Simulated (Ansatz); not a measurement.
**MgSe: optics and the fine band structure**

Aim: levels on a fine mesh, and what follows from them: optical spectra of independent particles, band edges or the Fermi surface. Runs: Ansatz LAPW in place of Elk (LAPW).

The COD entry's cell or inner coordinates are ideal or old and differ from later refinements, so a difference from it is no clean test against experiment.

Method: DFT PBEsol, all-electron LAPW, scalar-relativistic unless said, in Ansatz 0.2.0.

## Step 1: The structure to begin with

Symmetry: Fm-3m, No. 225, cubic system. Conventional cell: a = 5.451 Å, b = 5.451 Å, c = 5.451 Å, α = 90.00°, β = 90.00°, γ = 90.00°. Mg (site symmetry m-3m) has 6 Se at 2.73 Å as nearest neighbours. Around Se (site symmetry m-3m) lie 6 Mg at 2.73 Å.

Structure file:

```
CELL_PARAMETERS angstrom
0.00000 2.72550 2.72550
2.72550 0.00000 2.72550
2.72550 2.72550 0.00000
ATOMIC_POSITIONS crystal
Mg 0.00000 0.00000 0.00000
Se 0.50000 0.50000 0.50000
```

Cartesian axes are those of the input's lattice vectors. The structure goes back to a database entry.

## Step 2: Ansatz LAPW in place of Elk, fine mesh, LAPW

The input, input.yaml:

```yaml
crystal:
  lattice:
    - [0.0, 2.7255, 2.7255]
    - [2.7255, 0.0, 2.7255]
    - [2.7255, 2.7255, 0.0]
  atoms:
    - { symbol: Mg, position: [0.0, 0.0, 0.0] }
    - { symbol: Se, position: [0.5, 0.5, 0.5] }
kpoints:
  mp_grid: { grid: [8, 8, 8] }
scf:
  occupations: { method: fixed }
hamiltonian:
  xc: pbesol
  pseudopotentials: { kind: all_electron, lapw: { basis_error: 0.001 } }
output:
  forces: true
  stress: true
  eigenvalues: true
  eigenstates:
    nscf_kmesh: { grid: [16, 16, 16] }
    de_dk: true
    e_range: [-9, 11.77693]
  optics:
    e_range: [0, 20]
    de: 0.2
    sigma: 0.15
    bands: { spectra_wanted_up_to: 20 }
    nscf_kmesh: { grid: [16, 16, 16] }
checkpoint:
  write: ck
  write_wavefunctions: false
```

On the command line:

```
ansatz run input.yaml --threads 1 --pin off --max-ram 3072MiB --backend cpu --events-out ev --progress --plain --runs-dir out
```

The log of the run:

```text
LAPW: plane waves up to 7.095 Å⁻¹, error target 1.0e-3 eV per atom; small_component_spin mean_spin; Mg in spheres of 1.297 Å, 10 of its electrons in bands, Dirac shells []; Se in spheres of 1.429 Å, 24 of its electrons in bands, Dirac shells [] (how accurate: hamiltonian.pseudopotentials.lapw.basis_error, Limitations)
Engine: ansatz 0.2.0
Pseudopotentials: kind: all_electron
Pseudopotential: Mg, LAPW, valence charge 10, lapw/all_electron/scalar/gaussian/Mg, Koelling and Harmon's equation, gaussian nucleus
Pseudopotential: Se, LAPW, valence charge 24, lapw/all_electron/scalar/gaussian/Se, Koelling and Harmon's equation, gaussian nucleus
Functional definition: PBEsol
  exchange = pbesol_x
  correlation = pbesol_c
davidson cushion auto → on  (no smearing: the cushion is to keep the highest requested band from converging to the state above it; pin scf.eigensolver.cushion to override)
Crystal: 2 atoms, lattice volume = 40.492 Å³
Basis set: ecut = 191.77257601055803 eV, 259 PW (Γ), exchange–correlation at level 2
Bands: 21, of which v1, the nominal top of the filled ones, is band 17 counted from 1 (16 counted from 0)
Symmetry: 48 space group operations
Space group: Fm-3m (ITA 225), of the structure as read, at distance tolerance 3.4e-5 Å
k-points: 29 of 512
Non-local potential: Mg, projectors of the file, none
Non-local potential: Se, projectors of the file, none
Initial density: superposition of atomic densities (chi_scale 0.1, normalization cell, long waves kept (reshape's long-wave potential 0.00 eV rms))
Initial wavefunctions: plane waves of lowest kinetic energy (no species holds an atomic orbital)
Functional: x = pbesol(κ = 0.804, μ = 0.12345679012345678), c = pbesol(β = 0.046)
iter 1 solved again at ethr=1.94e-3 eV; its pass at ethr=1.00e-1 eV (dr2=6.58e-1 eV) is discarded
SCF iter   1: F=—  HF=-71523.253962 eV  |F-HF|=—  |Δ(HF+E_count)|=         —  Δρ=2.95e-2  dr2=6.59e-1  ethr=1.94e-3  ⟨swp⟩=2.0  Hψ=3992  notcnv=0
preconditioner: auto → none  [insulator: Δε(μ)=2.534 eV  Ē_g=11.626 eV  n_scr=14 (ndim 8)  ℏωp=16.5 eV  f_vac=0.000  ε∞_Penn≈3.0]
iter 2 solved again at ethr=8.13e-5 eV; its pass at ethr=1.94e-3 eV (dr2=2.76e-2 eV) is discarded
SCF iter   2: F=—  HF=-71522.989293 eV  |F-HF|=—  |Δ(HF+E_count)|=   2.65e-1  Δρ=6.89e-3  dr2=2.76e-2  ethr=8.13e-5  ⟨swp⟩=2.1  Hψ=3222  notcnv=0
SCF iter   3: F=—  HF=-71522.981832 eV  |F-HF|=—  |Δ(HF+E_count)|=         —  Δρ=3.01e-3  dr2=5.46e-3  ethr=8.11e-5  ⟨swp⟩=2.0  Hψ=1856  notcnv=0
the basis was enlarged: its passes take 127.6 KiB over the memory plan, 1 of 1 planned eigensolver slots
SCF iter   4: F=—  HF=-71522.981356 eV  |F-HF|=—  |Δ(HF+E_count)|=   4.76e-4  Δρ=5.96e-4  dr2=1.20e-4  ethr=1.60e-5  ⟨swp⟩=2.0  Hψ=1857  notcnv=0
SCF iter   5: F=—  HF=-71522.981371 eV  |F-HF|=—  |Δ(HF+E_count)|=   1.48e-5  Δρ=1.10e-4  dr2=4.12e-6  ethr=3.54e-7  ⟨swp⟩=3.0  Hψ=1981  notcnv=0
SCF iter   6: F=—  HF=-71522.981373 eV  |F-HF|=—  |Δ(HF+E_count)|=   2.65e-6  Δρ=1.04e-5  dr2=3.57e-8  ethr=1.21e-8  ⟨swp⟩=3.0  Hψ=1969  notcnv=0
SCF iter   7: F=—  HF=-71522.981373 eV  |F-HF|=—  |Δ(HF+E_count)|=   6.89e-8  Δρ=1.01e-6  dr2=3.33e-10  ethr=1.05e-10  ⟨swp⟩=3.0  Hψ=2022  notcnv=0
SCF iter   8: F=—  HF=-71522.981373 eV  |F-HF|=—  |Δ(HF+E_count)|=  3.06e-10  Δρ=2.04e-7  dr2=2.19e-11  ethr=3.13e-12 (applied; sched 1.00e-12)  ⟨swp⟩=3.0  Hψ=1988  notcnv=0
SCF iter   9: F=-71522.981373 eV  HF=-71522.981373 eV  |F-HF|=7.28e-11  |Δ(HF+E_count)|=  2.91e-10  Δρ=1.21e-8  dr2=4.30e-14  ethr=2.82e-12 (applied; sched 1.00e-12)  ⟨swp⟩=2.0  Hψ=1856  notcnv=0
SCF 1 converged in 9 iterations: F = -71522.981373 eV  dr2 = 4.30e-14
NSCF: frozen V_eff on 145 k-points
the basis was enlarged: its passes take 2.2 MiB over the memory plan, 1 of 1 planned eigensolver slots
NSCF: frozen V_eff on 145 k-points
SCF converged after 9 iterations
Free energy (F): -71522.981373 eV
Harris-Foulkes:  -71522.981373 eV  (|F-HF|=7.28e-11)
Internal energy: -71522.981373 eV  (E = F + TS)
E sigma→0 (E₀):  -71522.981373 eV
Fermi energy:    7.887376 eV
--- Per-component energies (eV) ---
  E_band       = -1920.304978
  E_kinetic    = 73088.087852
  E_xc         = -2787.389085
  E_electrostatic = -141823.680141  (all electrons and nuclei)
  E_smearing   = -0.000000  (= −TS)
  E_closure    = 0.000000  (closes the sum)
  E_atoms      = -71514.898091  (free atoms, spherical and without spin; not in F)
  Σ components = -71522.981373   (vs F -71522.981373, Δ=0.00e0)
  Basis errors (estimates in eV, not in F): energy 3.7e-4 per atom: plane waves 3.3e-4 (1.8e-4 summed), levels above the bands 0.0e0, relativity 7.6e-9, radial functions 4.0e-5, core shells 1.3e-14; eigenvalues (radial functions only) 4.0e-6; not estimated: angular momenta, meshes, grids; target (lapw.basis_error) 1.0e-3; muffin-tin radii Mg 1.297 Å, Se 1.429 Å
--- Forces (eV/Å), atoms counted from 1 ---
  atom   1  Mg    -0.00000000    -0.00000000     0.00000000
  atom   2  Se     0.00000000    -0.00000000     0.00000000
  max |Σ_I F_I| component: 4.77e-30 eV/Å
--- Stress (GPa, compression-positive) ---
       -0.054087      -0.000000      -0.000000
       -0.000000      -0.054087      -0.000000
       -0.000000      -0.000000      -0.054087
  P = ⅓ Tr σ = -0.0541 GPa (-0.541 kbar)
--- Band table (eV; the first three rows and the last of 29) ---
  k-point 0: bands = ["-198.2566", "-137.9217", "-137.9217", "-137.9217", "-67.0755", "-38.3677", "-38.3677", "-38.3613", "-38.3613", "-38.3613", "-34.0209", "-34.0209", "-34.0209", "-5.0858", "7.8874", "7.8874", "7.8874", "10.3872", "15.2373", "15.2373", "15.2373"]
  k-point 1: bands = ["-198.2566", "-137.9217", "-137.9217", "-137.9217", "-67.0755", "-38.3677", "-38.3677", "-38.3613", "-38.3612", "-38.3612", "-34.0214", "-34.0209", "-34.0209", "-4.9519", "6.6488", "7.7851", "7.7851", "11.3652", "14.9079", "15.4666", "15.4666"]
  k-point 2: bands = ["-198.2566", "-137.9217", "-137.9217", "-137.9217", "-67.0754", "-38.3678", "-38.3678", "-38.3612", "-38.3611", "-38.3611", "-34.0227", "-34.0209", "-34.0209", "-4.5932", "4.8432", "7.5641", "7.5641", "11.9112", "14.9163", "14.9163", "15.5933"]
  k-point 28: bands = ["-198.2566", "-137.9217", "-137.9217", "-137.9217", "-67.0753", "-38.3678", "-38.3677", "-38.3611", "-38.3611", "-38.3606", "-34.0231", "-34.0231", "-34.0220", "-3.6010", "4.5361", "4.5361", "5.3161", "12.4202", "14.8123", "15.3706", "15.3706"]
--- Fermi surface from the table of eigenstates not read: on its mesh, or on one of the eight of every second point, the electrons fill whole bands (an insulator's do; a metal wants a denser output.eigenstates.nscf_kmesh) ---
```

It took 30 s on 1 thread of Intel Xeon 6975P-C (Granite Rapids), shared host; peak memory 0.37 GiB.

Dielectric function (mesh 16×16×16, lines of 0.15 eV; smoothed further over energy, so single values depart from the program's file; independent particles, no excitons); n, R and the loss function are for light polarised along x:

```csv
E (eV),Re εxx,Im εxx,n,R,loss
1.0,7.53,0.00,2.74,0.217,0.000
1.8,8.19,0.01,2.86,0.232,0.000
2.6,9.65,0.38,3.11,0.263,0.004
3.4,12.22,1.70,3.50,0.311,0.011
4.2,15.31,8.13,4.04,0.388,0.027
5.0,7.62,17.01,3.62,0.461,0.049
5.8,-0.86,11.12,2.27,0.456,0.089
6.6,0.25,10.42,2.31,0.424,0.096
7.4,-4.21,8.33,1.60,0.527,0.096
8.2,-4.38,4.96,1.06,0.565,0.113
9.0,-3.28,2.88,0.74,0.569,0.151
9.8,-2.63,2.23,0.64,0.553,0.187
10.6,-2.23,1.56,0.49,0.580,0.211
11.4,-1.68,1.09,0.40,0.578,0.272
12.2,-1.34,0.76,0.31,0.603,0.318
13.0,-1.01,0.50,0.24,0.626,0.399
13.8,-0.67,0.37,0.22,0.604,0.635
14.6,-0.40,0.28,0.21,0.558,1.164
15.4,-0.16,0.29,0.29,0.388,2.639
16.2,-0.07,0.30,0.34,0.313,3.154
17.0,0.03,0.26,0.38,0.246,3.768
17.8,0.12,0.23,0.44,0.181,3.394
18.6,0.22,0.21,0.51,0.122,2.292
19.4,0.29,0.27,0.58,0.087,1.717
```

On the fine mesh the gap is 1.774 eV and the least direct gap 2.500 eV.

## Step 3: Ansatz LAPW in place of Elk, band extrema, LAPW

The input, input.yaml:

```yaml
crystal:
  lattice:
    - [0.0, 2.7255, 2.7255]
    - [2.7255, 0.0, 2.7255]
    - [2.7255, 2.7255, 0.0]
  atoms:
    - { symbol: Mg, position: [0.0, 0.0, 0.0] }
    - { symbol: Se, position: [0.5, 0.5, 0.5] }
kpoints:
  mp_grid: { grid: [8, 8, 8] }
scf:
  occupations: { method: fixed }
hamiltonian:
  xc: pbesol
  pseudopotentials: { kind: all_electron, lapw: { basis_error: 0.001 } }
output:
  eigenstates:
    kpoints:
      - [0.0, -0.5, -0.5]
      - [0.0, -0.497831116, -0.497831116]
      - [0.0, -0.495662232, -0.495662232]
      - [0.0, -0.491324464, -0.491324464]
      - [0.002168884, -0.5, -0.497831116]
      - [0.004337768, -0.5, -0.495662232]
      - [0.008675536, -0.5, -0.491324464]
      - [0.002168884, -0.497831116, -0.5]
      - [0.004337768, -0.495662232, -0.5]
      - [0.008675536, -0.491324464, -0.5]
      - [0.001533633, -0.498466367, -0.496932735]
      - [0.003067265, -0.496932735, -0.49386547]
      - [0.00613453, -0.49386547, -0.487730939]
      - [0.003067265, -0.498466367, -0.498466367]
      - [0.00613453, -0.496932735, -0.496932735]
      - [0.012269061, -0.49386547, -0.49386547]
      - [0.002504412, -0.497495588, -0.497495588]
      - [0.005008823, -0.494991177, -0.494991177]
      - [0.010017646, -0.489982354, -0.489982354]
      - [-0.000885443, -0.500885443, -0.498229114]
      - [-0.001770886, -0.501770886, -0.496458227]
      - [-0.003541773, -0.503541773, -0.492916455]
      - [0.0, 0.0, 0.0]
      - [0.0, 0.002168884, 0.002168884]
      - [0.0, 0.004337768, 0.004337768]
      - [0.0, 0.008675536, 0.008675536]
      - [0.002168884, 0.0, 0.002168884]
      - [0.004337768, 0.0, 0.004337768]
      - [0.008675536, 0.0, 0.008675536]
      - [0.002168884, 0.002168884, 0.0]
      - [0.004337768, 0.004337768, 0.0]
      - [0.008675536, 0.008675536, 0.0]
      - [0.001533633, 0.001533633, 0.003067265]
      - [0.003067265, 0.003067265, 0.00613453]
      - [0.00613453, 0.00613453, 0.012269061]
      - [0.002504412, 0.002504412, 0.002504412]
      - [0.005008823, 0.005008823, 0.005008823]
      - [0.010017646, 0.010017646, 0.010017646]
      - [-0.000885443, -0.000885443, 0.001770886]
      - [-0.001770886, -0.001770886, 0.003541773]
      - [-0.003541773, -0.003541773, 0.007083545]
      - [0.0, 0.0, 0.0]
      - [0.0, 0.002168884, 0.002168884]
      - [0.0, 0.004337768, 0.004337768]
      - [0.0, 0.008675536, 0.008675536]
      - [0.002168884, 0.0, 0.002168884]
      - [0.004337768, 0.0, 0.004337768]
      - [0.008675536, 0.0, 0.008675536]
      - [0.002168884, 0.002168884, 0.0]
      - [0.004337768, 0.004337768, 0.0]
      - [0.008675536, 0.008675536, 0.0]
      - [0.001533633, 0.001533633, 0.003067265]
      - [0.003067265, 0.003067265, 0.00613453]
      - [0.00613453, 0.00613453, 0.012269061]
      - [0.002504412, 0.002504412, 0.002504412]
      - [0.005008823, 0.005008823, 0.005008823]
      - [0.010017646, 0.010017646, 0.010017646]
      - [-0.000885443, -0.000885443, 0.001770886]
      - [-0.001770886, -0.001770886, 0.003541773]
      - [-0.003541773, -0.003541773, 0.007083545]
    de_dk: true
    e_range: [-3, 4.774218707355]
checkpoint:
  read: ck
  post_process_only: true
```

On the command line:

```
ansatz run input.yaml --threads 1 --pin off --max-ram 3072MiB --backend cpu --events-out ev --progress --plain --runs-dir out
```

The log of the run (excerpt; [...] marks lines left out):

```text
LAPW: plane waves up to 7.095 Å⁻¹, error target 1.0e-3 eV per atom; small_component_spin mean_spin; Mg in spheres of 1.297 Å, 10 of its electrons in bands, Dirac shells []; Se in spheres of 1.429 Å, 24 of its electrons in bands, Dirac shells [] (how accurate: [...]
[... 4 set-up lines as earlier in the session ...]
[...]
Crystal: 2 atoms, lattice volume = 40.492 Å³
Basis set: ecut = 191.77257601055803 eV, 259 PW (Γ), exchange–correlation at level 2
Bands: 21, of which v1, the nominal top of the filled ones, is band 17 counted from 1 (16 counted from 0)
[... 2 set-up lines as earlier in the session ...]
k-points: 29 of 512
[...]
Stability of the state it starts from, as read at its close in the unpolarized treatment: not read negative (Ritz values of 1 − χ₀K, real part plus size of imaginary part, from 0.95 to 1.0, by its mixing steps under the symmetry group of the SCF that read it)
[...]
NSCF: frozen V_eff on 29 k-points
the basis was enlarged: its passes take 127.6 KiB over the memory plan, 1 of 1 planned eigensolver slots
SCF 1: post-processed at a frozen density
NSCF: frozen V_eff on 60 k-points
post-processed at a frozen density (a non-self-consistent diagonalisation pass)
Frozen density: held to its close (this run's Kohn–Sham map moves it by 0.489 times the closing residual that it is held to, a close tighter than 2.5e-8 e/Å³ being held as that figure; up to 4 times is held)
Free energy (F): -71522.981373 eV
[...]
E sigma→0 (E₀):  -71522.981373 eV
Fermi energy:    7.887376 eV
[...]
--- Band table (eV; the first three rows and the last of 29) ---
[... band rows left out ...]
[...]
```

Run time: 3.4 s. Hardware: 1 thread of Intel Xeon 6975P-C (Granite Rapids), shared host; peak memory 0.29 GiB.

Band extrema and masses (electron masses, negative for holes; branches count from the edge):

```
      side  k  valleys  level (eV)  direction  branch     mass
conduction  X        3       1.774        100       1    0.485
conduction  X        3       1.774        010       1    0.234
conduction  X        3       1.774        001       1    0.234
conduction  X        3       1.774        110       1    0.316
conduction  X        3       1.774        111       1    0.283
conduction  Γ        1       2.500        100       1    0.141
conduction  Γ        1       2.500        010       1    0.141
conduction  Γ        1       2.500        001       1    0.141
conduction  Γ        1       2.500        110       1    0.141
conduction  Γ        1       2.500        111       1    0.141
   valence  Γ        1       0.000        100       1   -0.776
   valence  Γ        1       0.000        100       2   -0.776
   valence  Γ        1       0.000        100       3   -0.159
   valence  Γ        1       0.000        010       1   -0.776
   valence  Γ        1       0.000        010       2   -0.776
   valence  Γ        1       0.000        010       3   -0.159
   valence  Γ        1       0.000        001       1   -0.776
   valence  Γ        1       0.000        001       2   -0.776
   valence  Γ        1       0.000        001       3   -0.159
   valence  Γ        1       0.000        110       1  -16.303
   valence  Γ        1       0.000        110       2   -0.776
   valence  Γ        1       0.000        110       3   -0.133
   valence  Γ        1       0.000        111       1   -2.126
   valence  Γ        1       0.000        111       2   -2.126
   valence  Γ        1       0.000        111       3   -0.126
```

## Step 4: All runs together

| run | mesh | gap (eV) | direct gap (eV) | ε∞ (xx) |
| --- | --- | --- | --- | --- |
| Ansatz LAPW in place of Elk, LAPW | 16×16×16 | 1.774 | 2.500 | 7.27 |

## Step 5: Summary of results

| quantity | value |
| --- | --- |
| gap (LAPW) | 1.77 eV |
| least direct gap | 2.50 eV |
| ε∞ (xx, yy, zz) | 7.27, 7.27, 7.27 |
| strongest local maximum of Im εxx | 5.0 eV |
| peak of the loss function along x | 17.0 eV |

In words: The gap is 1.77 eV, indirect; absorption without phonons starts at 2.50 eV. It is a Kohn-Sham gap, and the spectra are not shifted. The spectra hold no excitons and no local fields. Cautions: no spin-orbit coupling on heavy atoms; semilocal gaps are low, and what follows the gap (onsets, screening, light masses) shifts with it.
